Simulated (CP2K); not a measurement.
Runs of CP2K 2026.2 on C. Symmetry: P6_3/mmc, No. 194, hexagonal system. Conventional cell: a = 2.522 Å, b = 2.522 Å, c = 8.237 Å, α = 90.00°, β = 90.00°, γ = 120.00°. C (site symmetry 3m) is surrounded by 4 C at 1.54 Å. C (site symmetry 3m) is surrounded by 4 C at 1.54 Å. This is a hexagonal form of diamond, not graphite.

| task | level | cell | NGRIDS | EXTRAPOLATION | optimiser | most steps | KEEP_SPACE_GROUP | gap on the mesh (eV) | pressure (GPa) | largest force (eV/Å) |
| --- | --- | --- | --- | --- | --- | --- | --- | --- | --- | --- |
| relaxation of cell and atoms | PBEsol | relaxed | 4 | USE_PREV_P | BFGS | 40 | yes | 4.80 | 0.0 | 0.01 |
| relaxation of cell and atoms | PBE | relaxed | 4 | USE_PREV_P | BFGS | 40 | yes | (a) | 0.0 | - |
| band structure | RPBE | as given | 5 | - | - | - | - | 4.93 | 5.8 | 0.33 |
| band structure | PBE | as given | 4 | - | - | - | - | (b) | 4.3 | 0.34 |
| relaxation of cell and atoms | PBEsol+D3(BJ) | relaxed | 5 | USE_PREV_P | BFGS | 40 | yes | 4.81 | 0.0 | 0.01 |

Alike in all rows: potentials or basis POTENTIAL_UZH C GTH-PBE-q4; TZVP-MOLOPT-PBE-GTH basis; no spin polarisation; k mesh 12 × 12 × 4; smearing fermi-dirac 0.05 eV.

Q: Estimate the missing entries.

A: (a) 4.97; (b) 4.86.

Caveats: the basis of atomic orbitals isn't converged, which shifts pressures, moduli and gaps; the potentials were made for another functional, which shifts forces and pressure (some runs); more than 0.5 GPa of stress was left at the end, so the final cell isn't listed (some runs).

A k mesh can miss the band edges.

Not every run made on this cell is shown here.
